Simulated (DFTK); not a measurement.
Crystal: MgO.

```
CELL_PARAMETERS angstrom
0.00000 2.09700 2.09700
2.09700 0.00000 2.09700
2.09700 2.09700 0.00000
ATOMIC_POSITIONS crystal
Mg 0.00000 0.00000 0.00000
O 0.50000 0.50000 0.50000
```

The cell is a database's computed one.

Program: DFTK 0.8.2. Alike in all runs: no spin polarisation; cell as given; k mesh 11 × 11 × 11; smearing fermi-dirac 0.05 eV.

Question: Order these runs on this cell by their pressure, lowest first.
A. level PBE; potentials or basis dojo.nc.sr.pbe.v0_4_1.standard.upf (PBE); cutoff (eV) 1143
B. level PBEsol; potentials or basis dojo.nc.sr.pbesol.v0_4_1.standard.upf (PBEsol); cutoff (eV) 1143
C. level LDA; potentials or basis SG15 1.2 (PBE); cutoff (eV) 1225

Answer: C (-3.5 GPa), B (2.2 GPa), A (6.7 GPa).

Caveats: the potentials were made for another functional, which shifts forces and pressure (some runs).

Not every run made on this cell is shown here.
